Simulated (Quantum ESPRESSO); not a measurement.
FeO: phonons with LDA

Crystal: FeO.

```
CELL_PARAMETERS angstrom
0.00000 2.15540 2.15540
2.15540 0.00000 2.15540
2.15540 2.15540 0.00000
ATOMIC_POSITIONS crystal
Fe 0.00000 0.00000 0.00000
O 0.50000 0.50000 0.50000
```

```json
{"Program": "Quantum ESPRESSO 7.5", "Task": "phonons", "Functional": "LDA", "Potentials or basis": "PseudoDojo 0.4.1 SR LDA standard", "Cutoff": "1225 eV", "Density cutoff": "4898 eV", "k mesh": "4 × 4 × 4, shifted", "Occupations": "fermi-dirac, width 0.05 eV", "Spin": "collinear spin, ferromagnetic start", "Starting moments": "[3.0, 0.0] μB", "Form of the LDA correlation": "PW92", "Mixing beta": "0.3", "Most SCF iterations": "120", "SCF threshold": "4e-10 Ry"}
```

```yaml
Pressure: -16.2 GPa
Band_gap_on_the_k_mesh: none (metal or under the smearing width)
Net_moment: 4.00 μB per cell
Absolute_moment: 4.01 μB per cell
Site_moments: Fe +3.43; O +0.34 μB
Valence_electrons_inside_the_program's_atomic_spheres: Fe 13.55; O 5.81
Highest_phonon_frequency_at_Γ: 180 cm⁻¹
```

Levels at points of the mesh, in eV from the Fermi level:
Spin up:
| k point | band 11 | band 12 | band 13 | band 14 | band 15 | band 16 |
| --- | --- | --- | --- | --- | --- | --- |
| (0.12, 0.12, 0.12) | -3.40 | -2.53 | -2.53 | 1.07 | 13.06 | 16.28 |
Spin down:
```csv
k point,band 7,band 8,band 9,band 10,band 11,band 12
"(0.12, 0.12, 0.12)",-3.70,-3.70,-0.54,-0.54,-0.54,0.53
```

Phonon frequencies in cm⁻¹ (negative: imaginary):
| q point | frequencies |
| --- | --- |
| (0.000, 0.000, 0.000) | 9 9 9 180 180 180 |

Optical modes at Γ, degenerate ones joined:
| cm⁻¹ | components | symmetry | active in |
| --- | --- | --- | --- |
| 180 | 3 | T1u | IR |

It took 78 s on 1 thread of AMD EPYC 9R45 96-Core Processor (Zen 5), on a shared host, peak memory 0.09 GiB.

Caveat: the k mesh is coarse (spacing up to 0.63 Å⁻¹), so the values aren't converged; the mesh is thin for the phonons of a metal; the cell is more than 3 GPa from zero pressure, which shifts response properties; a cell with one magnetic atom can't hold antiferromagnetic order, which such compounds often take; semilocal functionals often make such compounds metallic where correlation or magnetic order opens a gap, which also shifts bond lengths. With open d or f shells a metallic result of LDA can be an artefact of self-interaction; +U or a hybrid may open a gap.
